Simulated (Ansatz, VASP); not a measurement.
## Two plane-wave programs on KI

```
K I
1.0
     0.00000    3.54737    3.41093
     3.54737    0.00000    3.41093
     3.54737    3.54737    0.00000
K I
1 1
Cartesian
  0.0000 0.0000 0.0000
  3.5474 3.5474 3.4109
```

Change from the starting cell: mode 6 frozen in at +0.000 Å, equal normal strain along x and y +0.0400.

Alike in both runs: task single point; functional LDA; k mesh 6 × 6 × 6; occupations gaussian, width 0.05 eV; no spin polarisation.

```csv
,VASP,Ansatz
version,VASP 6.6.1,Ansatz 0.2.0
potentials or method,"VASP PAW LDA potentials, release 64 (K_sv, I)","scalar-relativistic, plane waves, PAW"
plane-wave cutoff (eV),520,420
valence electrons in the cell,16,26
```

```csv
,VASP,Ansatz,Ansatz less VASP
gap on the k mesh at the Fermi level (eV),3.66,3.66,-0.008
least direct gap on the mesh (eV),3.66,3.66,-0.008
pressure (GPa),-1.0,-1.0,-0.03
largest component of the traceless stress (GPa),0.68,0.67,-0.014
```

The two sets of potentials don't hold the same shells in valence.

Caveats: spin-orbit coupling is left out, which moves the levels of the heavy elements.
